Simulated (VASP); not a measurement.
CdSe:

```
Cd Se
1.0
     0.00000    3.09588    3.09588
     3.09588    0.00000    3.09588
     3.09588    3.09588    0.00000
Cd Se
1 1
Direct
  0.00000 0.00000 0.00000
  0.50000 0.50000 0.50000
```

Measurements of this composition are mostly on another form, of space group No. 186.

The cell isn't the ideal one: volume scaled by 1.25.

| Property | Result |
| --- | --- |
| Program | VASP 6.6.1 |
| Task | relaxation of cell and atoms |
| Functional | r2SCAN50 |
| Potentials or basis | VASP PAW PBE potentials, release 64 (Cd, Se) |
| Cutoff | 600 eV |
| k mesh | 4 × 4 × 4 |
| Occupations | fermi-dirac, width 0.1 eV |
| Spin | no spin polarisation |

At the start: pressure -11.5 GPa; volume 29.67 Å³/atom.

Problem. How do energy, volume and symmetry change on relaxing?

Solution. Over 3 steps the energy falls by 329.8 meV/atom and the volume is 22.55 Å³/atom (-24.0 %); space group Fm-3m (No. 225, to 0.05 Å).

Step by step:
```csv
step,energy change (eV),largest force (eV/Å),pressure (GPa),volume (Å³)
1,0.0000,0.0000,-11.51,59.34
2,-0.6292,0.0000,4.52,42.86
3,-0.6595,0.0000,0.02,45.10
```

Final structure:
```
CELL_PARAMETERS angstrom
0.00000 2.82516 2.82516
2.82516 0.00000 2.82516
2.82516 2.82516 0.00000
ATOMIC_POSITIONS crystal
Cd 0.00000 0.00000 0.00000
Se 0.50000 0.50000 0.50000
```

Caveat: the k mesh is coarse (spacing up to 0.44 Å⁻¹), so the values aren't converged, least of all with exact exchange; the PAW data sets were made with another functional, which shifts forces and pressure a little.
